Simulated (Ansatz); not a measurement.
Structure: Hf3N4 (I-43d) from a database structure, at its r2SCAN minimum. Space group I-43d (No. 220), cubic; a = 6.707 Å in the conventional setting, 10.78 Å³ an atom. Hf has 8 N at 2.19–2.46 Å; N has 6 Hf at 2.19–2.46 Å.

```
CELL_PARAMETERS angstrom
-3.35372 3.35372 3.35372
3.35372 -3.35372 3.35372
3.35372 3.35372 -3.35372
ATOMIC_POSITIONS crystal
Hf 0.87500 0.25000 0.12500
Hf 0.12500 0.87500 0.25000
Hf 0.37500 0.62500 0.75000
Hf 0.25000 0.12500 0.87500
Hf 0.75000 0.37500 0.62500
Hf 0.62500 0.75000 0.37500
N 0.50000 0.00000 0.62973
N 0.12973 0.50000 0.00000
N 0.37027 0.37027 0.37027
N 0.00000 0.12973 0.50000
N 0.87027 0.87027 0.87027
N 0.00000 0.62973 0.50000
N 0.50000 0.00000 0.12973
N 0.62973 0.50000 0.00000
```

3 runs of the plane-wave code Ansatz on this cell differ in the functional (and in the settings that go with it). Levels are in eV from each run's valence top; v1 is the last filled band, c1 the first empty one.

Run A, mean stress +4.4 GPa (compression positive):
```
point     v4     v3     v2     v1    c1    c2
    Γ  -1.34   0.00   0.00   0.00  1.01  1.01
    H  -0.57  -0.57  -0.57  -0.57  3.72  3.72
    N  -1.61  -1.61  -0.87  -0.87  2.56  2.56
```

Run B, mean stress -0.6 GPa (compression positive):
```
point     v4     v3     v2     v1    c1    c2
    Γ  -1.50   0.00   0.00   0.00  2.64  2.64
    H  -0.66  -0.66  -0.66  -0.66  5.61  5.61
    N  -1.76  -1.76  -0.93  -0.93  4.31  4.31
```

Run C, mean stress -0.8 GPa (compression positive):
```
point     v4     v3     v2     v1    c1    c2
    Γ  -1.49   0.00   0.00   0.00  1.95  1.95
    H  -0.65  -0.65  -0.65  -0.65  4.87  4.87
    N  -1.75  -1.75  -0.92  -0.92  3.59  3.59
```

Q: Match the runs to PBE, HSE06, PBE0.

A: A is PBE, B is PBE0, C is HSE06. In order of the gap: PBE 1.01, HSE06 1.95, PBE0 2.64 eV.

The values are computed, spin-unpolarised, and not measurements.

The runs are scalar-relativistic, without spin-orbit coupling.

The stress of a hybrid is loosely converged in these runs.

The meshes of the hybrids are coarse, so their gaps aren't converged to the digits shown.
